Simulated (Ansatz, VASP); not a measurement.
W in VASP and in Ansatz

INCAR

```
SYSTEM = W
PREC = Accurate
ENCUT = 600
EDIFF = 1E-6
ISMEAR = -1
SIGMA = 0.05
LREAL = .False.
LASPH = .True.
NELM = 60
ALGO = Normal
ISIF = 3
LWAVE = .False.
LCHARG = .False.
GGA = PE
IVDW = 13
IBRION = 2
NSW = 60
EDIFFG = -0.01
```

Contents of KPOINTS:

```
Automatic mesh
0
Gamma
  11 11 11
  0 0 0
```

POSCAR

```
W
1.0
    0.0000000000      2.0300000000      2.0300000000
    2.0300000000      0.0000000000      2.0300000000
    2.0300000000      2.0300000000      0.0000000000
W
1
Direct
    0.0000000000      0.0000000000      0.0000000000
```

Contents of input.yaml:

```yaml
crystal:
  lattice:
    - [0.0, 2.03, 2.03]
    - [2.03, 0.0, 2.03]
    - [2.03, 2.03, 0.0]
  atoms:
    - { symbol: W, position: [0.0, 0.0, 0.0] }
hamiltonian:
  xc: pbe
  pseudopotentials: { kind: paw }
  dispersion: d4
kpoints:
  mp_grid: { grid: [11, 11, 11] }
scf:
  occupations: { method: fermi_dirac, width: 0.05 }
output:
  forces: true
  stress: true
  eigenvalues: true
relax:
  f_tol: 0.01
  max_steps: 40
  cell: { stress_tol: 0.05 }
```

This isn't the form of W at room conditions, which is bcc.

Alike in both runs: task relaxation of cell and atoms; functional PBE; dispersion D4; k mesh 11 × 11 × 11; occupations fermi-dirac, width 0.05 eV; no spin polarisation.

|  | VASP | Ansatz |
| --- | --- | --- |
| version | VASP 6.6.1 | Ansatz 0.2.0 |
| potentials or method | VASP PAW PBE potentials, release 64 (W_sv) | Ansatz PAW |
| plane-wave cutoff (eV) | 600 | 420 |
| valence electrons in the cell | 14 | 14 |

Ansatz gave:

```
gap on the k mesh at the Fermi level, each at its own relaxed structure (eV) : none
relaxed volume (Å³/atom)                                                     : 16.09
relaxed cell length with the largest relative difference (Å)                 : 2.834
energy change over the relaxation (meV/atom)                                 : -23
```

**Question.** Which values does VASP return?

**Answer.** gap on the k mesh at the Fermi level, each at its own relaxed structure (eV): none; relaxed volume (Å³/atom): 16.12; relaxed cell length with the largest relative difference (Å): 2.836; energy change over the relaxation (meV/atom): -21.

A gap of «none» marks a metal or a gap that the smearing closes.

Caveats: pairwise dispersion overbinds metals, which lowers pressure and volume; the plane-wave basis is chosen anew once the cell has moved, so the energies of steps on either side of that aren't comparable (Ansatz). Spin-orbit coupling is left out, which matters for the levels of W.
